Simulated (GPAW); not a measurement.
# SnTe (Fm-3m) in GPAW: settings compared, part 2 of 2

GPAW 26.7.0. Earlier steps stand in the parts before.

### 4 Equation of state, TPSS+D4

The input, run.py:

```python
import spglib
from ase import Atoms
from ase.calculators.mixing import SumCalculator
from ase.eos import EquationOfState
from ase.io import Trajectory, read
from ase.units import GPa
from dftd4.ase import DFTD4
from gpaw import GPAW, PW

atoms = read('SnTe.cif')
cell, positions, numbers = spglib.find_primitive(
    (atoms.cell[:], atoms.get_scaled_positions(), atoms.numbers), symprec=1e-4)
atoms = Atoms(numbers, cell=cell, scaled_positions=positions, pbc=True)

traj = Trajectory('eos.traj', 'w')
volumes, energies = [], []
for x in [0.94, 0.96, 0.98, 1.0, 1.02, 1.04, 1.06]:
    a = atoms.copy()
    a.set_cell(atoms.cell * x**(1 / 3), scale_atoms=True)
    calc = GPAW(mode=PW(600),
                xc='MGGA_X_TPSS+MGGA_C_TPSS',
                kpts={'size': (6, 6, 6), 'gamma': True},
                occupations={'name': 'fermi-dirac', 'width': 0.05},
                nbands=19,
                convergence={'density': 1e-05, 'energy': 1e-05},
                eigensolver='davidson',
                maxiter=150,
                txt=f'eos-{x:.2f}.txt')
    a.calc = SumCalculator([calc, DFTD4(method='tpss')])
    energies.append(a.get_potential_energy())
    volumes.append(a.get_volume())
    p = -a.get_stress()[:3].mean() / GPa
    calc.write(f'eos-{x:.2f}.gpw')
    traj.write(a)
    print(f'{x:.2f} {volumes[-1]:10.4f} A^3 {energies[-1]:14.6f} eV {p:9.3f} GPa', flush=True)

v0, e0, B = EquationOfState(volumes, energies, eos='birchmurnaghan').fit()
print(f'V0 = {v0:.4f} A^3, E0 = {e0:.6f} eV, B0 = {B / GPa:.2f} GPa')
```

The input, SnTe.cif:

```cif
data_SnTe
_cell_length_a 6.30170000
_cell_length_b 6.30170000
_cell_length_c 6.30170000
_cell_angle_alpha 90.00000000
_cell_angle_beta 90.00000000
_cell_angle_gamma 90.00000000
_space_group_name_H-M_alt 'Fm-3m'
_space_group_name_Hall '-F 4 2 3'
_space_group_IT_number 225
loop_
_space_group_symop_operation_xyz
'x,y,z'
'-x,-y,-z'
'-y,x,z'
'y,-x,-z'
'-x,-y,z'
'x,y,-z'
'y,-x,z'
'-y,x,-z'
'x,-y,-z'
'-x,y,z'
'-y,-x,-z'
'y,x,z'
'-x,y,-z'
'x,-y,z'
'y,x,-z'
'-y,-x,z'
'z,x,y'
'-z,-x,-y'
'z,-y,x'
'-z,y,-x'
'z,-x,-y'
'-z,x,y'
'z,y,-x'
'-z,-y,x'
'-z,x,-y'
'z,-x,y'
'-z,-y,-x'
'z,y,x'
'-z,-x,y'
'z,x,-y'
'-z,y,x'
'z,-y,-x'
'y,z,x'
'-y,-z,-x'
'x,z,-y'
'-x,-z,y'
'-y,z,-x'
'y,-z,x'
'-x,z,y'
'x,-z,-y'
'-y,-z,x'
'y,z,-x'
'-x,-z,-y'
'x,z,y'
'y,-z,-x'
'-y,z,x'
'x,-z,y'
'-x,z,-y'
'x,y+1/2,z+1/2'
'-x,-y+1/2,-z+1/2'
'-y,x+1/2,z+1/2'
[... 62 lines left out ...]
'-z+1/2,-x,-y+1/2'
'z+1/2,-y,x+1/2'
'-z+1/2,y,-x+1/2'
'z+1/2,-x,-y+1/2'
'-z+1/2,x,y+1/2'
'z+1/2,y,-x+1/2'
'-z+1/2,-y,x+1/2'
'-z+1/2,x,-y+1/2'
'z+1/2,-x,y+1/2'
'-z+1/2,-y,-x+1/2'
'z+1/2,y,x+1/2'
'-z+1/2,-x,y+1/2'
'z+1/2,x,-y+1/2'
'-z+1/2,y,x+1/2'
'z+1/2,-y,-x+1/2'
'y+1/2,z,x+1/2'
'-y+1/2,-z,-x+1/2'
'x+1/2,z,-y+1/2'
'-x+1/2,-z,y+1/2'
'-y+1/2,z,-x+1/2'
'y+1/2,-z,x+1/2'
'-x+1/2,z,y+1/2'
'x+1/2,-z,-y+1/2'
'-y+1/2,-z,x+1/2'
'y+1/2,z,-x+1/2'
'-x+1/2,-z,-y+1/2'
'x+1/2,z,y+1/2'
'y+1/2,-z,-x+1/2'
'-y+1/2,z,x+1/2'
'x+1/2,-z,y+1/2'
'-x+1/2,z,-y+1/2'
'x+1/2,y+1/2,z'
'-x+1/2,-y+1/2,-z'
'-y+1/2,x+1/2,z'
'y+1/2,-x+1/2,-z'
'-x+1/2,-y+1/2,z'
'x+1/2,y+1/2,-z'
'y+1/2,-x+1/2,z'
'-y+1/2,x+1/2,-z'
'x+1/2,-y+1/2,-z'
'-x+1/2,y+1/2,z'
'-y+1/2,-x+1/2,-z'
'y+1/2,x+1/2,z'
'-x+1/2,y+1/2,-z'
'x+1/2,-y+1/2,z'
'y+1/2,x+1/2,-z'
'-y+1/2,-x+1/2,z'
'z+1/2,x+1/2,y'
'-z+1/2,-x+1/2,-y'
'z+1/2,-y+1/2,x'
'-z+1/2,y+1/2,-x'
'z+1/2,-x+1/2,-y'
'-z+1/2,x+1/2,y'
'z+1/2,y+1/2,-x'
'-z+1/2,-y+1/2,x'
'-z+1/2,x+1/2,-y'
'z+1/2,-x+1/2,y'
'-z+1/2,-y+1/2,-x'
'z+1/2,y+1/2,x'
'-z+1/2,-x+1/2,y'
'z+1/2,x+1/2,-y'
'-z+1/2,y+1/2,x'
'z+1/2,-y+1/2,-x'
'y+1/2,z+1/2,x'
'-y+1/2,-z+1/2,-x'
'x+1/2,z+1/2,-y'
'-x+1/2,-z+1/2,y'
'-y+1/2,z+1/2,-x'
'y+1/2,-z+1/2,x'
'-x+1/2,z+1/2,y'
'x+1/2,-z+1/2,-y'
'-y+1/2,-z+1/2,x'
'y+1/2,z+1/2,-x'
'-x+1/2,-z+1/2,-y'
'x+1/2,z+1/2,y'
'y+1/2,-z+1/2,-x'
'-y+1/2,z+1/2,x'
'x+1/2,-z+1/2,y'
'-x+1/2,z+1/2,-y'
loop_
_atom_site_label
_atom_site_type_symbol
_atom_site_symmetry_multiplicity
_atom_site_Wyckoff_symbol
_atom_site_fract_x
_atom_site_fract_y
_atom_site_fract_z
_atom_site_occupancy
Te1 Te 4 b 0.5000000000 0.0000000000 0.0000000000 1
Sn1 Sn 4 a 0.0000000000 0.0000000000 0.0000000000 1
```

Potentials or basis: GPAW PAW data sets (gpaw-data 1.2.1), pw.

Launch:

```sh
$ OMP_NUM_THREADS=1 python run.py
```

Run time: 5.1 min. Hardware: 1 thread of Arm Neoverse V2, shared host; peak memory 0.94 GiB.

The run converged. Its results:

```yaml
Equilibrium_volume: "30.26 Å³/atom (rough: see the caveat)"
Bulk_modulus: 51 GPa (rough)
```

Energy against volume, from the lowest point:
```
volume (Å³/atom)  energy (meV/atom)
          29.404               3.81
          30.030               0.00
          30.656               0.62
          31.281               4.84
          31.907              12.38
          32.532              22.80
          33.158              35.59
```

Caveat: the points scatter about the fit; the PAW data sets were made with another functional, which shifts forces and pressure a little.

### 5 Comparison with measurements

Step 2. A measured gap of SnTe is 0.18 eV (direct; 300 K; a printed reference work, textbook); the calculated 0.08 eV misses it by -0.10 eV. Spin-orbit coupling on Sn, Te is left out. The value is that of RPBE on a finite k mesh, which can miss the band edges, without temperature or zero-point motion. Semilocal functionals fall short of measured gaps as a rule.

Step 3. The gap isn't set beside the deposited one, since the derivative discontinuity is missing.
